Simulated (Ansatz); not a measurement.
**MgS (Niningerite): the dielectric function from several functionals**

Aim: the dielectric function of MgS (Niningerite) in the independent-particle picture, and how it depends on the functional and on the gap. The runs, in order: HSE06 for the gap; optics with PBE on 8×8×8; optics with r2SCAN on 8×8×8; optics with LDA on 8×8×8; optics with PBE and scissors to the HSE06 gap on 8×8×8.

Method: plane waves, PAW; no local fields, no excitons, in Ansatz 0.2.0.

## (1) The structure to begin with

Symmetry: Fm-3m, No. 225, cubic system. Conventional cell: a = 5.203 Å, b = 5.203 Å, c = 5.203 Å, α = 90.00°, β = 90.00°, γ = 90.00°. Mg (site symmetry m-3m) has 6 S at 2.60 Å as nearest neighbours. S (site symmetry m-3m) has 6 Mg at 2.60 Å as nearest neighbours.

Coordinates:

```xyz
2
Lattice="0.0000 2.6015 2.6015 2.6015 0.0000 2.6015 2.6015 2.6015 0.0000" Properties=species:S:1:pos:R:3 pbc="T T T"
Mg    0.0000    0.0000    0.0000
S     2.6015    2.6015    2.6015
```

Cell and atoms come from an earlier r2SCAN relaxation.

## (2) HSE06 levels at special points

input.yaml

```yaml
crystal:
  lattice:
    - [0.0, 2.6015177399, 2.6015177399]
    - [2.6015177399, 0.0, 2.6015177399]
    - [2.6015177399, 2.6015177399, 0.0]
  atoms:
    - { symbol: Mg, position: [0.0, 0.0, 0.0] }
    - { symbol: S, position: [0.5, 0.5, 0.5] }
kpoints:
  mp_grid: { grid: [6, 6, 6] }
  band_path:
    path:
      - [0.0, 0.0, 0.0]
      - [0.5, 0.0, 0.5]
      - [0.625, 0.25, 0.625]
      - [0.375, 0.375, 0.75]
      - [0.5, 0.5, 0.5]
      - [0.5, 0.25, 0.75]
      - [0.0, 0.5, 0.5]
    npoints: 1
hamiltonian:
  xc: hse06
scf:
  occupations: { method: fixed }
  n_extra_bands: 4
output:
  forces: true
  stress: true
  eigenvalues: true
```

Command:

```
$ ansatz run input.yaml --threads 4 --pin off --max-ram 3686MiB --backend cpu --events-out ev --progress --plain --runs-dir out
```

The log of the run, cut to the lines that bear on the results:

```text
Warning: output.stress: scf.convergence.dr2_threshold = 1e-7 eV (the SCF's general default) is looser than the 2e-10 eV advised for a printed stress (1e-10 eV for each atom of the cell: 2). What an SCF threshold leaves in a stress goes as its square root, and in the free energy as the [...]
Warning: output.stress: scf.exx.energy_threshold = 1e-6 eV is looser than the 2e-8 eV advised for a stress under a hybrid functional (1e-8 eV for each atom of the cell: 2). Every SCF of the exchange loop can meet its threshold on dr2 while the loop round them stops early: no threshold on [...]
Warning: RAYON_NUM_THREADS=4 ignored (pool sized by the plan → 4); use --threads N
scf.n_extra_bands = 4 over 8 filled bands (N_el = 16.0): the run solves 12 bands
[...]
Pseudopotentials: kind: paw
Pseudopotential: Mg, paw, valence charge 10, recommended cutoff 420 eV (normal), Mg.paw.azcp
Pseudopotential: S, paw, valence charge 6, recommended cutoff 420 eV (normal), S.paw.azcp
Functional definition: HSE06
[...]
davidson cushion auto → on  (no smearing: the cushion is to keep the highest requested band from converging to the state above it; pin scf.eigensolver.cushion to override)
Crystal: 2 atoms, lattice volume = 35.214 Å³
Basis set: ecut = 420 eV, 701 PW (Γ), exchange–correlation on 50×50×50 points (8 copies of the dense FFT grid, shifted against one another)
Bands: 12, of which v1, the nominal top of the filled ones, is band 8 counted from 1 (7 counted from 0)
Symmetry: 48 space group operations
Space group: Fm-3m (ITA 225), of the structure as read, at distance tolerance 3.3e-5 Å
k-points: 16 of 216
[...]
SCF iter   1: F=—  HF=-2828.741222 eV  |F-HF|=—  |Δ(HF+E_count)|=         —  Δρ=7.69e-4  dr2=3.18e-4  ethr=1.77e-3  ⟨swp⟩=2.0  Hψ=1458  notcnv=0
[...]
SCF 1 stopped early in 2 iterations: F = -2828.740974 eV  dr2 = 4.82e-6
[...]
Frozen-core exchange: fock
[...]
SCF 2 stopped early in 6 iterations: F = -2829.768143 eV  dr2 = 5.15e-7
hybrid outer 1: dexx = +2.307e-3 eV, tail = 2.22e-5 eV
[...]
Frozen-core exchange: fock
[...]
SCF iter   3: F=-2829.768092 eV  HF=-2829.768092 eV  |F-HF|=2.77e-9  |Δ(HF+E_count)|=   8.31e-8  Δρ=2.97e-6  dr2=1.77e-9  ethr=4.38e-11  ⟨swp⟩=4.0  Hψ=676  notcnv=0
[...]
hybrid outer 2: dexx = +7.525e-8 eV, tail = 1.43e-8 eV, Δε = 1.61e-3 eV (about 8.55e-5 eV left of the loop's levels)
NSCF: frozen V_eff on 7 k-points
hybrid SCF converged: 2 outer / 9 inner (+2 warm-up), last move |dexx| = 7.52e-8 eV, tail = 1.43e-8 eV
Stability not checked: this state was not tested for a lower state beside it, because the functional holds exact exchange (a hybrid, or Hartree-Fock), whose exchange loop this test does not read (fock_operator; see scf.lower_state_search)
Free energy (F): -2829.768092 eV
Frozen-core exchange: fock
[...]
E sigma→0 (E₀):  -2829.768092 eV
Fermi energy:    5.731830 eV
[...]
--- Forces (eV/Å), atoms counted from 1 ---
  atom   1  Mg    -0.00000000     0.00000000    -0.00000000
  atom   2  S      0.00000000    -0.00000000    -0.00000000
[...]
--- Stress (GPa, compression-positive) ---
       -0.394047      -0.000000      -0.000000
       -0.000000      -0.394047      -0.000000
        0.000000       0.000000      -0.394047
  P = ⅓ Tr σ = -0.3940 GPa (-3.940 kbar)
--- Band table (eV; the first three rows and the last of 16) ---
  k-point 0: bands = ["-73.9083", "-38.8047", "-38.8047", "-38.8047", "-8.2303", "5.7318", "5.7318", "5.7318", "10.5592", "14.8188", "14.8188", "14.8188"]
[...]
```

Run time: 21 s. Hardware: 4 threads of Arm Neoverse N1, shared host; peak memory 0.83 GiB.

HSE06 puts the least direct gap over the mesh and the named points at 4.827 eV, and the least gap at 3.804 eV.

## (3) Optics, PBE

input.yaml

```yaml
crystal:
  lattice:
    - [0.0, 2.6015177399, 2.6015177399]
    - [2.6015177399, 0.0, 2.6015177399]
    - [2.6015177399, 2.6015177399, 0.0]
  atoms:
    - { symbol: Mg, position: [0.0, 0.0, 0.0] }
    - { symbol: S, position: [0.5, 0.5, 0.5] }
kpoints:
  mp_grid: { grid: [8, 8, 8] }
hamiltonian:
  xc: pbe
scf:
  occupations: { method: fixed }
output:
  optics: { e_range: [0, 16], de: 0.05, sigma: 0.1 }
```

Command:

```
$ ansatz run input.yaml --threads 4 --pin off --max-ram 3686MiB --backend cpu --events-out ev --progress --plain --runs-dir out
```

The log of the run:

```text
Warning: RAYON_NUM_THREADS=4 ignored (pool sized by the plan → 4); use --threads N
Engine: ansatz 0.2.0, aarch64-unknown-linux-gnu
[... 3 set-up lines as earlier in the session ...]
Functional definition: PBE
  parameter kappa = 0.804
  parameter beta = 0.06672455060314922
  exchange = pbe_x(kappa = kappa, mu = beta*pi^2/3)
  correlation = pbe_c(beta = beta)
Crystal: 2 atoms, lattice volume = 35.214 Å³
Basis set: ecut = 420 eV, 701 PW (Γ)
Bands: 12, of which v1, the nominal top of the filled ones, is band 8 counted from 1 (7 counted from 0)
[... 2 set-up lines as earlier in the session ...]
k-points: 29 of 512
Non-local potential: Mg, projectors of the file, l = 0: 3, l = 1: 2, l = 2: 1
Non-local potential: S, projectors of the file, l = 0: 2, l = 1: 2, l = 2: 2
PAW form: soft (Blöchl's): semilocal exchange-correlation on the pseudo side does not see the compensation charge
PAW one-centre angular grid: Mg, 110 points (default); XC on 64 Gauss nodes
PAW one-centre angular grid: S, 110 points (default); XC on 64 Gauss nodes
Initial density: superposition of atomic densities (neutral atoms: chi_scale 0, normalization atom), corrected by the library's trained network
Initial wavefunctions: pseudopotential atomic-orbital guess
Functional: x = pbe(κ = 0.804, μ = 0.2195149727645171), c = pbe(β = 0.06672455060314922)
SCF iter   1: F=—  HF=-2828.747035 eV  |F-HF|=—  |Δ(HF+E_count)|=         —  Δρ=4.07e-4  dr2=3.87e-5  ethr=1.77e-3  ⟨swp⟩=5.6  Hψ=1886  notcnv=0  defer=44
preconditioner: auto → none  [insulator: Δε(μ)=2.783 eV  Ē_g=11.752 eV  n_scr=8 (ndim 8)  ℏωp=17.7 eV  f_vac=0.000  ε∞_Penn≈3.3]
SCF iter   2: F=—  HF=-2828.746803 eV  |F-HF|=—  |Δ(HF+E_count)|=   2.32e-4  Δρ=3.31e-4  dr2=5.30e-5  ethr=2.42e-7  ⟨swp⟩=3.0  Hψ=929  notcnv=0  defer=52
SCF iter   3: F=—  HF=-2828.746806 eV  |F-HF|=—  |Δ(HF+E_count)|=   3.28e-6  Δρ=1.33e-4  dr2=3.37e-6  ethr=2.42e-7  ⟨swp⟩=2.0  Hψ=454  notcnv=0  defer=44
SCF iter   4: F=—  HF=-2828.746825 eV  |F-HF|=—  |Δ(HF+E_count)|=   1.94e-5  Δρ=9.56e-5  dr2=4.79e-6  ethr=2.11e-8  ⟨swp⟩=2.0  Hψ=464  notcnv=0  defer=2
SCF iter   5: F=—  HF=-2828.746825 eV  |F-HF|=—  |Δ(HF+E_count)|=   9.19e-8  Δρ=1.89e-5  dr2=1.82e-7  ethr=2.11e-8  ⟨swp⟩=2.0  Hψ=451  notcnv=0
SCF iter   6: F=—  HF=-2828.746822 eV  |F-HF|=—  |Δ(HF+E_count)|=   3.38e-6  Δρ=3.91e-6  dr2=8.07e-9  ethr=1.14e-9  ⟨swp⟩=2.0  Hψ=427  notcnv=0
SCF iter   7: F=—  HF=-2828.746822 eV  |F-HF|=—  |Δ(HF+E_count)|=   2.52e-9  Δρ=1.83e-7  dr2=1.77e-11  ethr=5.04e-11  ⟨swp⟩=2.0  Hψ=456  notcnv=0
SCF iter   8: F=-2828.746822 eV  HF=-2828.746822 eV  |F-HF|=0.00e0  |Δ(HF+E_count)|=  1.82e-12  Δρ=4.13e-8  dr2=9.86e-13  ethr=1.00e-12  ⟨swp⟩=3.9  Hψ=1139  notcnv=0
SCF 1 converged in 8 iterations: F = -2828.746822 eV  dr2 = 9.86e-13
Optics k sum: 0 of 29 k-points
[...]
SCF converged after 8 iterations
Free energy (F): -2828.746822 eV
Harris-Foulkes:  -2828.746822 eV  (|F-HF|=0.00e0)
Internal energy: -2828.746822 eV  (E = F + TS)
E sigma→0 (E₀):  -2828.746822 eV
Fermi energy:    6.390776 eV
--- Per-component energies (eV) ---
  E_band       = -331.786847
  E_kinetic    = 185.291216
  E_local      = -1665.849310  (includes V_loc(G=0)·N_el)
  E_nonlocal   = 123.410947
  E_hartree    = 593.017018
  E_xc         = -127.747113
  E_vxc        = -127.039447  (∫ρ·V_xc dr)
  E_paw        = -893.076496  (= ΣΔE_a)
  E_vpaw       = -33.634283  (= ΣTr[D̂ρ^β])
  E_aug_tail   = -0.000002  (compensation charges beyond the density's cutoff)
  E_ewald      = -1043.793083
  E_smearing   = -0.000000  (= −TS)
  E_closure    = 0.000000  (closes the sum)
  Σ components = -2828.746822   (vs F -2828.746822, Δ=0.00e0)
--- Band table (eV; the first three rows and the last of 29) ---
  k-point 0: bands = ["-68.3278", "-35.0794", "-35.0794", "-35.0794", "-6.2759", "6.3908", "6.3908", "6.3908", "10.1141", "14.3071", "14.3071", "14.3071"]
  k-point 1: bands = ["-68.3278", "-35.0804", "-35.0796", "-35.0796", "-6.1239", "5.3452", "6.2897", "6.2897", "10.9138", "14.0001", "14.5539", "14.5539"]
  k-point 2: bands = ["-68.3277", "-35.0827", "-35.0799", "-35.0799", "-5.7129", "3.5878", "6.0693", "6.0693", "11.3540", "14.1846", "14.1846", "14.6832"]
  k-point 28: bands = ["-68.3274", "-35.0836", "-35.0836", "-35.0820", "-4.5529", "3.1707", "3.1707", "4.0376", "11.6440", "14.3232", "14.3232", "14.4522"]
```

Run time: 2.9 s. Hardware: 4 threads of Arm Neoverse N1, shared host; peak memory 0.5 GiB.

optics.tsv begins:

```
# eps_inf(xx yy zz) = 5.902335 5.902335 5.902335
# eps_inf_bands = all
# eps_inf_summed_bands(xx yy zz) = 5.655428 5.655428 5.655428
# eps_inf_completed(xx yy zz) = 5.902335 5.902335 5.902335
# eps2_relative_error = 0.0025
# eps_inf_relative_error = 0.0075
# f_sum_n_eff(xx yy zz) = 6.029583 6.029583 6.029583 of n_electrons = 16.000000
# n_bands = 12
# valid_up_to_ev = 7.616310
# least_direct_gap_ev = 3.723349e0 at k(fractional) = 0.000000 0.000000 0.000000, k_point = 0, channel = 0, bands = 7 8 (counted from 0)
```

The dielectric function from optics.tsv (isotropic), one row in 3, cut at 7.6 eV, above which the bands summed leave lines out:

```csv
E (eV),ε₂ xx,ε₁ xx
3.55,0.00,8.07
3.70,0.07,8.56
3.85,0.34,8.98
4.00,0.52,9.33
4.15,0.65,9.79
4.30,0.76,10.44
4.45,1.13,11.49
4.60,2.16,12.31
4.75,3.03,12.86
4.90,3.93,13.60
5.05,5.17,14.89
5.20,8.61,16.05
5.35,11.83,13.80
5.50,12.71,11.82
5.65,13.48,10.64
5.80,14.57,9.77
5.95,16.89,8.89
6.10,20.07,3.97
6.25,16.58,-1.84
6.40,12.79,-2.26
6.55,10.86,-2.13
6.70,9.31,-1.99
6.85,7.52,-0.92
7.00,7.75,0.79
7.15,8.57,1.03
7.30,8.92,1.27
7.45,10.71,1.08
7.60,10.98,-0.93
```

The columns hold the bands summed alone, whose ε₁ at zero energy is 5.66, below the completed ε∞ of 5.90.

Tallest peaks of ε₂ in the range shown: 20.1 at 6.10 eV, 11.1 at 7.55 eV.

## (4) Optics, r2SCAN

Edit input.yaml of step 3 so:

```diff
@@ -11,3 +11,3 @@
 hamiltonian:
-  xc: pbe
+  xc: r2scan
 scf:
@@ -16 +16,5 @@
   optics: { e_range: [0, 16], de: 0.05, sigma: 0.1 }
+  write_density: true
+  write_potential: true
+  elf: true
+  volumetric_format: npy
```

Command:

```
$ ansatz run input.yaml --threads 4 --pin off --max-ram 3686MiB --backend cpu --events-out ev --progress --plain --runs-dir out
```

The log of the run:

```text
Warning: RAYON_NUM_THREADS=4 ignored (pool sized by the plan → 4); use --threads N
[... 2 set-up lines as earlier in the session ...]
Pseudopotential: Mg, paw, valence charge 10, recommended cutoff 500 eV (meta_gga), Mg.paw.azcp
Pseudopotential: S, paw, valence charge 6, recommended cutoff 500 eV (meta_gga), S.paw.azcp
Functional definition: r2SCAN
  parameter k0 = 0.174
  parameter k1 = 0.065
  parameter a1 = 4.9479
  exchange = r2scan_x(k0 = k0, k1 = k1, a1 = a1)
  correlation = r2scan_c
Crystal: 2 atoms, lattice volume = 35.214 Å³
Basis set: ecut = 500 eV, 893 PW (Γ), exchange–correlation on 108×108×108 points (64 copies of the dense FFT grid, shifted against one another)
Bands: 12, of which v1, the nominal top of the filled ones, is band 8 counted from 1 (7 counted from 0)
[... 2 set-up lines as earlier in the session ...]
k-points: 29 of 512
[... 3 set-up lines as earlier in the session ...]
PAW frozen core: Mg, regenerated for the run's functional (the file was generated under x = pbe(κ = 0.804, μ = 0.2195149727645171), c = pbe(β = 0.06672455060314922))
PAW frozen core: S, regenerated for the run's functional (the file was generated under x = pbe(κ = 0.804, μ = 0.2195149727645171), c = pbe(β = 0.06672455060314922))
PAW one-centre angular grid: Mg, 302 points (default); XC on 224 Gauss nodes
PAW one-centre angular grid: S, 302 points (default); XC on 160 Gauss nodes
[... 2 set-up lines as earlier in the session ...]
Functional: x = r2scan, c = r2scan; τ floored in thin density (d = 2e-4 eV/Å³)
SCF iter   1: F=—  HF=-2835.529574 eV  |F-HF|=—  |Δ(HF+E_count)|=         —  Δρ=7.01e-3  dr2=6.59e-3  dr2_τ=7.37e-3  ethr=1.77e-3  ⟨swp⟩=4.8  Hψ=1914  notcnv=0  defer=48
preconditioner: auto → none  [insulator: Δε(μ)=3.396 eV  Ē_g=12.616 eV  n_scr=8 (ndim 8)  ℏωp=17.7 eV  f_vac=0.000  ε∞_Penn≈3.0]
SCF iter   2: F=—  HF=-2835.575783 eV  |F-HF|=—  |Δ(HF+E_count)|=   4.62e-2  Δρ=2.91e-3  dr2=2.13e-3  dr2_τ=5.27e-5  ethr=4.12e-5  ⟨swp⟩=2.1  Hψ=883  notcnv=0  defer=50
SCF iter   3: F=—  HF=-2835.576089 eV  |F-HF|=—  |Δ(HF+E_count)|=   3.06e-4  Δρ=8.58e-4  dr2=2.14e-4  dr2_τ=2.09e-5  ethr=1.33e-5  ⟨swp⟩=2.0  Hψ=515  notcnv=0  defer=52
SCF iter   4: F=—  HF=-2835.576040 eV  |F-HF|=—  |Δ(HF+E_count)|=   4.92e-5  Δρ=1.53e-4  dr2=4.77e-6  dr2_τ=4.59e-7  ethr=1.33e-6  ⟨swp⟩=2.1  Hψ=499  notcnv=0  defer=51
SCF iter   5: F=—  HF=-2835.576044 eV  |F-HF|=—  |Δ(HF+E_count)|=   4.03e-6  Δρ=1.27e-5  dr2=2.10e-8  dr2_τ=3.70e-9  ethr=2.98e-8  ⟨swp⟩=2.4  Hψ=571  notcnv=0
SCF iter   6: F=—  HF=-2835.576044 eV  |F-HF|=—  |Δ(HF+E_count)|=   6.47e-9  Δρ=5.03e-6  dr2=8.52e-9  dr2_τ=3.72e-10  ethr=1.31e-10  ⟨swp⟩=2.0  Hψ=580  notcnv=0
SCF iter   7: F=—  HF=-2835.576044 eV  |F-HF|=—  |Δ(HF+E_count)|=   4.05e-9  Δρ=6.20e-7  dr2=7.26e-11  dr2_τ=1.80e-12  ethr=5.33e-11  ⟨swp⟩=2.1  Hψ=541  notcnv=0
SCF iter   8: F=-2835.576044 eV  HF=-2835.576044 eV  |F-HF|=9.09e-13  |Δ(HF+E_count)|=  4.27e-11  Δρ=5.76e-8  dr2=5.79e-13  dr2_τ=2.14e-14  ethr=1.00e-12  ⟨swp⟩=3.8  Hψ=1159  notcnv=0
SCF 1 converged in 8 iterations: F = -2835.576044 eV  dr2 = 5.79e-13
Optics k sum: 0 of 29 k-points
[...]
SCF converged after 8 iterations
Free energy (F): -2835.576044 eV
Harris-Foulkes:  -2835.576044 eV  (|F-HF|=9.09e-13)
Internal energy: -2835.576044 eV  (E = F + TS)
E sigma→0 (E₀):  -2835.576044 eV
Fermi energy:    6.160795 eV
--- Per-component energies (eV) ---
  E_band       = -349.357638
  E_kinetic    = 184.899789
  E_local      = -1667.092009  (includes V_loc(G=0)·N_el)
  E_nonlocal   = 123.581917
  E_hartree    = 593.929894
  E_xc         = -120.724534
  E_vxc        = -136.254218  (∫ρ·V_xc dr)
  E_paw        = -906.242042  (= ΣΔE_a)
  E_vpaw       = -49.338283  (= ΣTr[D̂ρ^β])
  E_aug_tail   = -0.000001  (compensation charges beyond the density's cutoff)
  E_vtau       = 6.985405  (kinetic-family band-sum trace: ∫τ·v_τ [+ j·A + Jᵃ·Aᵃ] dr)
  E_ewald      = -1043.793083
  E_core_change = -0.135975  (= ΣΔE_core)
  E_smearing   = -0.000000  (= −TS)
  E_closure    = -0.000000  (closes the sum)
  Σ components = -2835.576044   (vs F -2835.576044, Δ=0.00e0)
--- Band table (eV; the first three rows and the last of 29) ---
  k-point 0: bands = ["-71.3898", "-36.4884", "-36.4884", "-36.4884", "-7.0257", "6.1608", "6.1608", "6.1608", "10.8025", "14.6430", "14.6430", "14.6430"]
  k-point 1: bands = ["-71.3898", "-36.4894", "-36.4885", "-36.4885", "-6.8695", "5.1497", "6.0547", "6.0547", "11.5544", "14.3859", "14.9051", "14.9051"]
  k-point 2: bands = ["-71.3896", "-36.4917", "-36.4888", "-36.4888", "-6.4479", "3.3656", "5.8223", "5.8223", "11.8725", "14.5606", "14.5606", "15.2810"]
  k-point 28: bands = ["-71.3894", "-36.4925", "-36.4925", "-36.4910", "-5.2605", "2.8818", "2.8818", "3.8162", "12.0795", "14.7557", "14.7557", "14.9671"]
```

It took 6.2 s on 4 threads of Arm Neoverse N1, shared host; peak memory 0.58 GiB.

optics.tsv begins:

```
# eps_inf(xx yy zz) = 5.159300 5.159300 5.159300
# eps_inf_bands = all
# eps_inf_summed_bands(xx yy zz) = 4.920719 4.920719 4.920719
# eps_inf_completed(xx yy zz) = 5.159300 5.159300 5.159300
# eps2_relative_error = 0.0025
# eps_inf_relative_error = 0.0079
# f_sum_n_eff(xx yy zz) = 6.311304 6.311304 6.311304 of n_electrons = 16.000000
# n_bands = 12
# valid_up_to_ev = 8.182207
# least_direct_gap_ev = 4.641690e0 at k(fractional) = 0.000000 0.000000 0.000000, k_point = 0, channel = 0, bands = 7 8 (counted from 0)
```

The dielectric function from optics.tsv (isotropic), one row in 5 (narrow peaks fall between the rows), cut at 8.2 eV, above which the bands summed leave lines out:

```
E (eV)  ε₂ xx  ε₁ xx
  4.45   0.00   7.71
  4.70   0.18   8.54
  4.95   0.45   9.35
  5.20   0.99  10.84
  5.45   2.43  11.92
  5.70   3.90  13.31
  5.95   8.31  14.81
  6.20  11.56  11.68
  6.45  12.95  10.07
  6.70  17.54   8.08
  6.95  16.23  -0.76
  7.20  11.04  -2.05
  7.45   8.24  -1.83
  7.70   7.21   0.79
  7.95   8.33   1.56
```

The columns hold the bands summed alone, whose ε₁ at zero energy is 4.92, below the completed ε∞ of 5.16.

Tallest peaks of ε₂ in the range shown: 18.7 at 6.80 eV.

[end of part 1 of 2]
